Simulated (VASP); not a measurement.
# PbSe (gwk) (Fm-3m) in VASP: single point with PBE

Aim: the single point of PbSe (gwk) with PBE.

Everything below comes from runs of VASP 6.6.1. Logs are shortened: lines on timing, memory, paths and dates and some standing lists are left out, and cuts for length are marked.

**What was measured.**

A printed reference work, monograph reports, for a bulk crystal of PbSe at 300 K: band gap 0.28 eV (direct).

The results are compared with them further down.

## Step 1: The cell of the first run

The structure is cubic, space group Fm-3m (No. 225). Conventional cell: a = 6.218 Å, b = 6.218 Å, c = 6.218 Å, α = 90.00°, β = 90.00°, γ = 90.00°. Within 4.1 Å of Pb (site symmetry m-3m) lie 6 Se at 3.11 Å. Se (site symmetry m-3m) has 6 Pb at 3.11 Å within 4.1 Å.

## Step 2: Single point, PBE

File INCAR:

```
  ALGO = Normal
  EDIFF = 1E-6
  ENCUT = 500
  GGA = PE
  GGA_COMPAT = F
  ISIF = 2
  ISMEAR = 0
  LASPH = T
  LCHARG = F
  LREAL = F
  LWAVE = F
  NBANDS = 17
  NELM = 120
  PREC = Accurate
  SIGMA = 0.01
```

File KPOINTS:

```
k-points
0
Gamma
  6 6 6
```

File POSCAR:

```
PbSe
1.0
    0.0000000000      3.1089437872      3.1089437872
    3.1089437872      0.0000000000      3.1089437872
    3.1089437872      3.1089437872      0.0000000000
Pb Se
1 1
Direct
    0.0000000000      0.0000000000      0.0000000000
    0.5000000000      0.5000000000      0.5000000000
```

Potentials or basis: VASP PAW PBE potentials, release 64 (Pb_d, Se).

Launch:

```bash
cat potpaw_PBE.64/Pb_d/POTCAR potpaw_PBE.64/Se/POTCAR > POTCAR
mpirun -np 1 vasp_std > vasp.out
```

OUTCAR:

```text
EDIFF = 1E-6
   ENCUT = 500
   GGA = PE
   ISIF = 2
   ISMEAR = 0
   LASPH = T
   LREAL = F
   NELM = 120
   PREC = Accurate

 ion  position               nearest neighbor table
   1  0.000  0.000  0.000-   2 3.11   2 3.11   2 3.11   2 3.11   2 3.11   2 3.11
   2  0.500  0.500  0.500-   1 3.11   1 3.11   1 3.11   1 3.11   1 3.11   1 3.11

  LATTYP: Found a face centered cubic cell.
 ALAT       =     6.2178875744

  Lattice vectors:

 A1 = (   0.0000000000,   3.1089437872,   3.1089437872)
 A2 = (   3.1089437872,   0.0000000000,   3.1089437872)
 A3 = (   3.1089437872,   3.1089437872,   0.0000000000)

Analysis of symmetry for initial positions (statically):
=====================================================================
 Subroutine PRICEL returns:
 Original cell was already a primitive cell.

 Routine SETGRP: Setting up the symmetry group for a
 face centered cubic supercell.

 Subroutine GETGRP returns: Found 48 space group operations
 (whereof 48 operations were pure point group operations)
 out of a pool of 48 trial point group operations.

The static configuration has the point symmetry O_h .

Analysis of symmetry for dynamics (positions and initial velocities):
=====================================================================
 Subroutine PRICEL returns:
 Original cell was already a primitive cell.

 Routine SETGRP: Setting up the symmetry group for a
 face centered cubic supercell.

 Subroutine GETGRP returns: Found 48 space group operations
 (whereof 48 operations were pure point group operations)
 out of a pool of 48 trial point group operations.

The dynamic configuration has the point symmetry O_h .

 Subroutine INISYM returns: Found 48 space group operations
 (whereof 48 operations are pure point group operations),
 and found     1 'primitive' translations

----------------------------------------------------------------------------------------

                                     Primitive cell

  volume of cell :      60.0992

  direct lattice vectors                    reciprocal lattice vectors
     0.000000000  3.108943787  3.108943787    -0.160826324  0.160826324  0.160826324
     3.108943787  0.000000000  3.108943787     0.160826324 -0.160826324  0.160826324
     3.108943787  3.108943787  0.000000000     0.160826324  0.160826324 -0.160826324

  length of vectors
     4.396710469  4.396710469  4.396710469     0.278559364  0.278559364  0.278559364

  position of ions in fractional coordinates (direct lattice)
     0.000000000  0.000000000  0.000000000
     0.500000000  0.500000000  0.500000000

  ion indices of the primitive-cell ions
   primitive index   ion index
                 1           1
                 2           2

----------------------------------------------------------------------------------------

 KPOINTS: k-points

Automatic generation of k-mesh.
 Grid dimensions read from file:
 generate k-points for:    6    6    6

 Generating k-lattice:

  Cartesian coordinates                     Fractional coordinates (reciprocal lattice)
    -0.026804387  0.026804387  0.026804387     0.166666667  0.000000000  0.000000000
     0.026804387 -0.026804387  0.026804387     0.000000000  0.166666667  0.000000000
     0.026804387  0.026804387 -0.026804387     0.000000000  0.000000000  0.166666667

  Length of vectors
     0.046426561  0.046426561  0.046426561

  Shift w.r.t. Gamma in fractional coordinates (k-lattice)
     0.000000000  0.000000000  0.000000000

 Subroutine IBZKPT returns following result:
 ===========================================

 Found     16 irreducible k-points:

 Following reciprocal coordinates:
            Coordinates               Weight
  0.000000  0.000000  0.000000      1.000000
  0.166667  0.000000  0.000000      8.000000
  0.333333  0.000000  0.000000      8.000000
  0.500000  0.000000  0.000000      4.000000
  0.166667  0.166667  0.000000      6.000000
  0.333333  0.166667  0.000000     24.000000
[... 8 lines left out ...]
 -0.333333  0.333333  0.166667     24.000000
 -0.333333  0.500000  0.166667     12.000000
   k-points           NKPTS =     16   k-points in BZ     NKDIM =     16   number of bands    NBANDS=     17
   number of dos      NEDOS =    301   number of ions     NIONS =      2
   total plane-waves  NPLWV =  32768
   dimension x,y,z NGX =    32 NGY =   32 NGZ =   32
   dimension x,y,z NGXF=    64 NGYF=   64 NGZF=   64
   ions per type =               1   1
   NGX,Y,Z   is equivalent  to a cutoff of  12.10, 12.10, 12.10 a.u.
   NGXF,Y,Z  is equivalent  to a cutoff of  24.20, 24.20, 24.20 a.u.
 SYSTEM =  unknown system
   PREC   = accura    normal or accurate (medium, high low for compatibility)
   ISTART =      0    job   : 0-new  1-cont  2-samecut
   ICHARG =      2    charge: 1-file 2-atom 10-const
   ISPIN  =      1    spin polarized calculation?
   LNONCOLLINEAR =      F non collinear calculations
   LSORBIT =      F    spin-orbit coupling
   LASPH  =      T    aspherical Exc in radial PAW
   ENCUT  =  500.0 eV  36.75 Ry    6.06 a.u.   8.02  8.02  8.02*2*pi/ulx,y,z
   NELM   =    120;   NELMIN=  2; NELMDL= -5     # of ELM steps
   EDIFF  = 0.1E-05   stopping-criterion for ELM
   LREAL  =      F    real-space projection
   EDIFFG = 0.1E-04   stopping-criterion for IOM
   NSW    =      0    number of steps for IOM
   IBRION =     -1    ionic relax: 0-MD 1-quasi-New 2-CG
   NFREE  =      0    steps in history (QN), initial steepest desc. (CG)
   ISIF   =      2    stress and relaxation
   ISYM   =      2    0-nonsym 1-usesym 2-fastsym
   POTIM  = 0.5000    time-step for ionic-motion
   TEBEG  =    0.0;   TEEND  =   0.0 temperature during run
   PSTRESS=    0.0 pullay stress
   NELECT =      20.0000    total number of electrons
   NUPDOWN=      -1.0000    fix difference up-down
   EMIN   =  10.00;   EMAX   =-10.00  energy-range for DOS
   EFERMI =   0.00;   METHOD = LEGACY
   ISMEAR =     0;   SIGMA  =   0.01  broadening in eV -4-tet -1-fermi 0-gaus
   EFERMI_NEDOS =   21; number of points for ismear=-14 and -15
   IALGO  =     38    algorithm
   IMIX   =      4    mixing-type and parameters
     AMIX     =   0.40;   BMIX     =  1.00
     AMIX_MAG =   1.60;   BMIX_MAG =  1.00
  volume/ion in A,a.u.               =      30.05       202.78
  Fermi-wavevector in a.u.,A,eV,Ry     =   1.134476  2.143849 17.511184  1.287036
  Thomas-Fermi vector in A             =   2.271180
   LORBIT       =      0    0 simple, 1 ext, 2 COOP (PROOUT), +10 PAW based schemes
   GGA     = PE    functional components
   LHFCALC =     F    Hartree Fock is set to
   AEXX    =    0.0000 exact exchange contribution
   IVDW    =     0    specifies the selected vdW correction
   LEPSILON=     F    determine dielectric tensor
   LRPA    =     F    only Hartree local field effects (RPA)
 non-spin polarized calculation
 Gauss-broadening in eV      SIGMA  =   0.01
  energy-cutoff  :      500.00
  volume of cell :       60.10
 maximum number of plane-waves:      1544
   NGX = 17   NGY = 17   NGZ = 17

 number of electron      19.9999995 magnetization

 Free energy of the ion-electron system (eV)
  ---------------------------------------------------
  ext. energy  EPLUGINS =         0.00000000
  ---------------------------------------------------
  free energy    TOTEN  =        -8.20109139 eV

  energy without entropy =       -8.20109139  energy(sigma->0) =       -8.20109139

 E-fermi :   4.5717     XC(G=0):  -9.3160

 val. band max:        4.4645861661   @ k =   0.5000   0.0000   0.0000
 cond. band min:       4.9037832012   @ k =   0.5000   0.0000   0.0000
 fundamental gap:      0.4391970351
 Fermi energy:         4.5717081916

 k-point     1 :       0.0000    0.0000    0.0000
  band No.  band energies     occupation
      1     -12.2663      2.00000
      2     -12.2663      2.00000
      3     -12.2663      2.00000
      4     -12.2602      2.00000
      5     -12.2602      2.00000
      6      -8.7095      2.00000
[... 9 lines left out ...]
     16      11.1158      0.00000
     17      12.6158      0.00000

 k-point     2 :       0.1667    0.0000    0.0000
  band No.  band energies     occupation
      1     -12.2668      2.00000
      2     -12.2668      2.00000
      3     -12.2653      2.00000
      4     -12.2578      2.00000
      5     -12.2578      2.00000
      6      -8.5200      2.00000
[... 9 lines left out ...]
     16      11.6701      0.00000
     17      14.2377      0.00000

 k-point     3 :       0.3333    0.0000    0.0000
  band No.  band energies     occupation
      1     -12.2760      2.00000
      2     -12.2760      2.00000
      3     -12.2638      2.00000
      4     -12.2447      2.00000
      5     -12.2447      2.00000
      6      -8.0561      2.00000
[... 9 lines left out ...]
     16      13.0853      0.00000
     17      16.0668      0.00000

 k-point     4 :       0.5000    0.0000    0.0000
  band No.  band energies     occupation
      1     -12.2807      2.00000
      2     -12.2807      2.00000
      3     -12.2631      2.00000
      4     -12.2379      2.00000
      5     -12.2379      2.00000
      6      -7.7521      2.00000
[... 9 lines left out ...]
     16      14.6802      0.00000
     17      14.6802      0.00000
[... 183 lines left out ...]
      1     -12.3103      2.00000
      2     -12.2663      2.00000
      3     -12.2629      2.00000
      4     -12.2423      2.00000
      5     -12.2393      2.00000
      6      -7.7141      2.00000
[... 9 lines left out ...]
     16      14.7188      0.00000
     17      14.9827      0.00000

 k-point    15 :      -0.3333    0.3333    0.1667
  band No.  band energies     occupation
      1     -12.3171      2.00000
      2     -12.2657      2.00000
      3     -12.2547      2.00000
      4     -12.2526      2.00000
      5     -12.2338      2.00000
      6      -7.5055      2.00000
[... 9 lines left out ...]
     16      15.8485      0.00000
     17      15.8520      0.00000

 k-point    16 :      -0.3333    0.5000    0.1667
  band No.  band energies     occupation
      1     -12.3385      2.00000
      2     -12.2685      2.00000
      3     -12.2551      2.00000
      4     -12.2427      2.00000
      5     -12.2293      2.00000
      6      -7.4256      2.00000
[... 9 lines left out ...]
     16      15.9636      0.00000
     17      17.1239      0.00000

------------------------ aborting loop because EDIFF is reached ----------------------------------------

  FORCE on cell =-STRESS in cart. coord.  units (eV):
  Direction    XX          YY          ZZ          XY          YZ          ZX
  --------------------------------------------------------------------------------------
  -------------------------------------------------------------------------------------
  Total       -0.0221567     -0.0221567     -0.0221567      0.0000000      0.0000000      0.0000000
  in kB       -0.5906732     -0.5906732     -0.5906732      0.0000000      0.0000000      0.0000000
  external PRESSURE =      -0.5906732 kB  Pullay stress =       0.0000000 kB

 VOLUME and BASIS-vectors are now :
 -----------------------------------------------------------------------------
  energy-cutoff  :      500.00
  volume of cell :       60.10
      direct lattice vectors                 reciprocal lattice vectors
     0.000000000  3.108943787  3.108943787    -0.160826324  0.160826324  0.160826324
     3.108943787  0.000000000  3.108943787     0.160826324 -0.160826324  0.160826324
     3.108943787  3.108943787  0.000000000     0.160826324  0.160826324 -0.160826324

 POSITION                                       TOTAL-FORCE (eV/Angst)
 -----------------------------------------------------------------------------------
      0.00000      0.00000      0.00000         0.000000      0.000000      0.000000
      3.10894      3.10894      3.10894         0.000000     -0.000000     -0.000000
 -----------------------------------------------------------------------------------
    total drift:                                0.000000     -0.000000     -0.000000

  FREE ENERGIE OF THE ION-ELECTRON SYSTEM (eV)
  ---------------------------------------------------
  free  energy   TOTEN  =        -8.2010913851 eV

  energy  without entropy=       -8.2010913851  energy(sigma->0) =       -8.20109139
```

Run time: 9.7 s. Hardware: 1 thread of AMD EPYC 7R13 (Zen 3), shared host; peak memory 0.15 GiB.

What came out:

* Free energy: -8.2011 eV
* Pressure: -0.1 GPa
* Band gap on the k mesh: 0.44 eV, direct

Levels at points of the mesh, in eV from the valence-band top:
| k point | band 6 | band 7 | band 8 | band 9 | band 10 | band 11 | band 12 | band 13 | band 14 | band 15 |
| --- | --- | --- | --- | --- | --- | --- | --- | --- | --- | --- |
| (0.00, 0.00, 0.00) | -13.17 | -6.34 | -1.64 | -1.64 | -1.64 | 4.64 | 4.64 | 4.64 | 6.65 | 6.65 |
| (0.50, 0.00, 0.00) | -12.22 | -8.51 | -1.26 | -1.26 | 0.00 | 0.44 | 1.83 | 1.83 | 8.53 | 10.10 |
| (0.50, 0.50, 0.00) | -11.91 | -7.27 | -4.56 | -2.91 | -2.91 | 3.93 | 5.47 | 5.47 | 5.88 | 11.23 |

Caveat: spin-orbit coupling is left out, which moves the levels of the heavy elements.

## Step 3: Against experiment

Step 2. Measured gap of PbSe: 0.28 eV (direct; 300 K; a printed reference work, monograph). This calculation gives 0.44 eV (+0.16 eV). 2 values of this kind are on record (0.15 to 0.28 eV); this one was drawn at random. Spin-orbit coupling on Pb, Se is left out. The value is that of PBE on a finite k mesh, which can miss the band edges, without temperature or zero-point motion.
